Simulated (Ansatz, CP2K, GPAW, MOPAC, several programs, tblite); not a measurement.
## What each method gives for GeS (Pnma)

An 8-atom cell of GeS started from a crystallographic database, relaxed with r2SCAN+rVV10 in Ansatz, was computed with several methods. It is orthorhombic, Pnma (No. 62); conventional cell a = 10.608 Å, b = 3.608 Å, c = 4.422 Å, 21.16 Å³ an atom. Ge is surrounded by 3 S at 2.42–2.44 Å; S is surrounded by 3 Ge at 2.42–2.44 Å. Calculated for a static, non-magnetic cell.

Space group Pnma (No. 62). a = 10.608 Å, b = 3.608 Å, c = 4.422 Å, α = 90.00°, β = 90.00°, γ = 90.00°
```json
{"atom": "Ge", "site": "4c", "symmetry": ".m.", "x": "0.1251", "y": "0.2500", "z": "0.1282"}
{"atom": "S", "site": "4c", "symmetry": ".m.", "x": "0.8472", "y": "0.2500", "z": "0.5119"}
```

Gaps and times are for a single point on this cell; volume and bulk modulus come from each method's own relaxation or energy curve at fixed shape, which is too stiff where a cell has free coordinates or axes. Times are rough, from shared hosts (Intel Xeon Platinum 8259CL CPU @ 2.50GHz), and each method has its own mesh and cell size. A double dagger marks a value from a curve with shape and coordinates held. PM6 (MOPAC), PM7 (MOPAC), GFN1-xTB (tblite), GFN2-xTB (tblite) treat a cluster of cells at its zone centre, which samples few k points: where these miss a band edge, the gap comes out too large for that reason alone. Gaps from k meshes are read at a limited set of points (mesh, symmetry points, PBE's band edges), so each method's own least gap may be somewhat smaller. xTB and the PM methods were fitted mostly to molecules, and can miss a solid's gap by electronvolts. Minimal bases can be far off for gaps. Curves at held shape can't give the bulk modulus of a layered or molecular crystal, so none is listed. GLLB-SC's gap includes the derivative discontinuity. d marks a direct gap, i an indirect one (no mark: not told apart), a dash a value that wasn't computed or didn't pass its checks.

```
                              method              kind  gap (eV)  own volume (Å³/atom)  bulk modulus (GPa)  atoms computed  processor time
light PBE (260 eV and a coarse mesh)  light plane-wave    1.11 d                     –                   –               8             4 s
                   GFN1-xTB (tblite)     tight binding      1.40                     –                   –              48           7.5 s
                   GFN2-xTB (tblite)     tight binding      2.42                     –                   –              48           8.5 s
                         PM6 (MOPAC)    semi-empirical      5.89                     –                   –              48            11 s
                      PBE/SZV (CP2K)       small basis    1.66 d                21.41‡                   –               8            15 s
                         PM7 (MOPAC)    semi-empirical      5.58                19.45‡                   –              48            17 s
                     PBE/DZVP (CP2K)       small basis    1.08 d                22.11‡                   –               8            25 s
                                 PBE         semilocal    1.10 d                     –                   –               8            32 s
                              r2SCAN         semilocal    1.30 d                     –                   –               8            73 s
                      GLLB-SC (GPAW)   model potential      1.89                     –                   –               8            89 s
```

Against r2SCAN (1.30 eV) and with closed or daggered gaps left aside, the nearest gap at the points sampled is that of GFN1-xTB (tblite) (+0.10 eV) and the farthest that of PM6 (MOPAC) (+4.59 eV). r2SCAN is only a yardstick of convenience: semilocal gaps usually lie below measured ones, which GLLB-SC and hybrids aim to mend.

Spin-orbit coupling is left out.
